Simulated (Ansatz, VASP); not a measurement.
SrO in VASP and in Ansatz

```xyz
2
Lattice="0.0000 2.6001 2.6001 2.6001 0.0000 2.6001 2.6001 2.6001 0.0000" Properties=species:S:1:pos:R:3 pbc="T T T"
Sr    2.6001    2.6001    2.6001
O     0.0000    0.0000    0.0000
```

Change from the starting cell: volume scaled by 1.04.

Alike in both runs: task single point; functional PBE; k mesh 9 × 9 × 9; occupations fermi-dirac, width 0.05 eV; no spin polarisation.

```csv
,VASP,Ansatz
version,VASP 6.6.1,Ansatz 0.2.0
potentials or method,"VASP PAW PBE potentials, release 64 (Sr_sv, O)",Ansatz PAW
plane-wave cutoff (eV),520,420
valence electrons in the cell,16,16
```

Ansatz gave:

| Property | Result |
| --- | --- |
| gap on the k mesh at the Fermi level (eV) | 3.38 |
| least direct gap on the mesh (eV) | 3.49 |
| pressure (GPa) | -0.2 |

Question: What did VASP give for the same quantities?

Answer: gap on the k mesh at the Fermi level (eV): 3.34; least direct gap on the mesh (eV): 3.45; pressure (GPa): 0.2.

With one functional, cell and mesh, what is left measures potentials, basis and numerics.

Caveats: an odd mesh through Γ misses points on the zone boundary, where band edges often lie (VASP); odd divisions of the mesh miss points on the zone boundary, where band edges often lie, so the gap on the mesh can be too wide (Ansatz); the pressure holds a Pulay correction of +0.3 GPa for the finite cutoff (Ansatz).
